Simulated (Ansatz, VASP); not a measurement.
# ZrB2: VASP beside Ansatz

The input INCAR:

```
SYSTEM = ZrB2
  PREC = Accurate
  ENCUT = 520
  EDIFF = 1E-6
  ISMEAR = -1
  SIGMA = 0.05
  LREAL = .False.
  LASPH = .True.
  NELM = 100
  ALGO = Normal
  ISIF = 2
  LWAVE = .False.
  LCHARG = .False.
  GGA = CA
  NBANDS = 16
```

The input KPOINTS:

```
regular mesh
0
Gamma
  12 12 9
  0 0 0
```

Contents of POSCAR:

```
ZrB2
1.0
    3.1649998255      0.0000000000      0.0000000000
   -1.5824999128      2.7409702519      0.0000000000
    0.0000000000      0.0000000000      3.5904000000
Zr B
1 2
Direct
    0.0000000000      0.0000000000      0.0000000000
    0.3333333333      0.6666666667      0.5000000000
    0.6666666667      0.3333333333      0.5000000000
```

Input for Ansatz:

```yaml
crystal:
  lattice:
    - [3.1649998255, 0.0, 0.0]
    - [-1.5824999128, 2.7409702519, 0.0]
    - [0.0, 0.0, 3.5904]
  atoms:
    - { symbol: Zr, position: [0.0, 0.0, 0.0] }
    - { symbol: B, position: [0.3333333333, 0.6666666667, 0.5] }
    - { symbol: B, position: [0.6666666667, 0.3333333333, 0.5] }
kpoints:
  mp_grid: { grid: [12, 12, 9] }
  band_path:
    path:
      - [0.0, 0.0, 0.0]
      - [0.5, 0.0, 0.0]
      - [0.3333333333, 0.3333333333, 0.0]
      - [0.0, 0.0, 0.0]
      - [0.0, 0.0, 0.5]
      - [0.5, 0.0, 0.5]
      - [0.3333333333, 0.3333333333, 0.5]
      - [0.0, 0.0, 0.5]
      - [0.5, 0.0, 0.5]
    npoints: 5
scf:
  occupations: { method: fermi_dirac, width: 0.05 }
hamiltonian:
  xc: lda
  pseudopotentials: { kind: all_electron, lapw: { basis_error: 0.001 } }
output:
  forces: true
  stress: true
  eigenvalues: true
```

Change from the starting cell: zz strain of +2 %.

Alike in both runs: task single point; functional LDA; k mesh 12 × 12 × 9; occupations fermi-dirac, width 0.05 eV; no spin polarisation.

|  | VASP | Ansatz |
| --- | --- | --- |
| version | VASP 6.6.1 | Ansatz 0.2.0 |
| potentials or method | VASP PAW LDA potentials, release 64 (Zr_sv, B) | all-electron LAPW, scalar-relativistic |
| plane-wave cutoff (eV) | 520 | see its input |

```csv
,VASP,Ansatz,Ansatz less VASP
pressure (GPa),-11.0,-11.4,-0.43
largest component of the traceless stress (GPa),3.34,3.34,-0.006
```

Ansatz ran all-electron here, so the differences hold the error of VASP's frozen core and of both bases.
